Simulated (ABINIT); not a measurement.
Runs of ABINIT 10.8.3 (patched build) on Rh. The structure is cubic, space group Fm-3m (No. 225). Conventional cell: a = 3.796 Å, b = 3.796 Å, c = 3.796 Å, α = 90.00°, β = 90.00°, γ = 90.00°. Around Rh (site symmetry m-3m) lie 12 Rh at 2.68 Å. 

```tsv
task	level	potentials or basis	spin	cell	k mesh	cutoff (eV)	fine-grid cutoff	dispersion computed by	mesh quality	gap on the mesh (eV)	pressure (GPa)	V0 of scaled cells (Å³/atom)	B0 (GPa)
equation of state	BP86+D2	JTH PAW PBE v2.0	off	as given	12 × 12 × 12	544	1088.46 eV	-	not flagged	-	-	13.36	273
single point	PBE	JTH PAW PBE v2.0	off	cell strained at random at fixed volume	12 × 12 × 12	435	870.764 eV	-	not flagged	none	8.2	-	-
equation of state	BP86+D3	JTH PAW PBE v2.0	off	as given	12 × 12 × 12	544	1088.46 eV	-	not flagged	-	-	(b)	303
equation of state	BLYP+D4	JTH PAW PBE v2.0	off	as given	12 × 12 × 12	544	1088.46 eV	dftd4 4.3.1	not flagged	-	-	13.82	276
single point	PBE	JTH PAW PBE v2.0	off	as given	12 × 12 × 12	435	870.764 eV	-	not flagged	none	6.8	-	-
band structure	WC	JTH PAW PBE v2.0	SOC, no magnetisation	as given	12 × 12 × 12	544	1088.46 eV	-	not flagged	none	-0.7	-	-
single point	r2SCAN	JTH PAW PBE v2.0	off	as given	7 × 7 × 7	653	1251.72 eV	-	coarse	none	0.8	-	-
band structure	BP86	JTH PAW PBE v2.0	off	as given	12 × 12 × 12	544	1088.46 eV	-	not flagged	none	9.1	-	-
equation of state	PBE+D3(BJ)	JTH PAW PBE v2.0	off	as given	12 × 12 × 12	544	1088.46 eV	-	not flagged	-	-	13.64	285
band structure	SOGGA	JTH PAW PBE v2.0	off	as given	12 × 12 × 12	544	1088.46 eV	-	not flagged	none	(a)	-	-
single point	LDA	JTH PAW LDA v2.0	off	as given	16 × 16 × 16	544	1088.46 eV	-	not flagged	none	-9.6	-	-
single point	r2SCAN	JTH PAW PBE v2.0	off	as given	5 × 5 × 5	653	1251.72 eV	-	coarse	none	4.5	-	-
```

Alike in all rows: smearing fermi-dirac 0.05 eV.

Q: Fill in the values left out.

A: (a) -6.5; (b) 13.30.

Caveats: some runs use coarse meshes; the PAW data sets were made with another functional, which shifts forces and pressure a little (some runs); pressures at fixed basis lie under the slope of the energies (some runs).

A k mesh can miss the band edges, and rows without SOC leave out spin-orbit coupling on Rh.

A gap of «none» marks a metal or a gap under the smearing width.
